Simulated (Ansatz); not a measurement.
System: zinc-blende InN (metastable phase). Method: HSE06-D3(BJ) (Ansatz, a first-principles code, plane waves, PAW).

Run with plane-wave cutoff 460 eV, 10×10×10 k mesh, Fermi–Dirac smearing 0.01 eV, scalar-relativistic PAW data made under PBE.

Properties against volume:

| V (Å³/atom) | P (GPa) | direct gap at Γ (eV) |
|---|---|---|
| 14.280 | 9.65 | 0.789 |
| 14.656 | 4.86 | 0.699 |
| 15.031 | 0.68 | 0.608 |
| 15.407 | -2.96 | 0.517 |
| 15.575 | -4.44 | 0.476 |
| 15.783 | -6.14 | 0.426 |

A straight line through the gaps at Γ against ln V gives a volume deformation potential dE_g(Γ)/d ln V of -3.6 eV: the gap at Γ widens under compression.

Measured, for comparison: band gap 0.61 eV (low temperature, zero-point motion not removed, photoluminescence, epilayer; as tabulated in Schörmann, As, Lischka, Schley, Goldhahn et al., Appl. Phys. Lett. 89, 261903 …).

Spin–orbit coupling is not included.
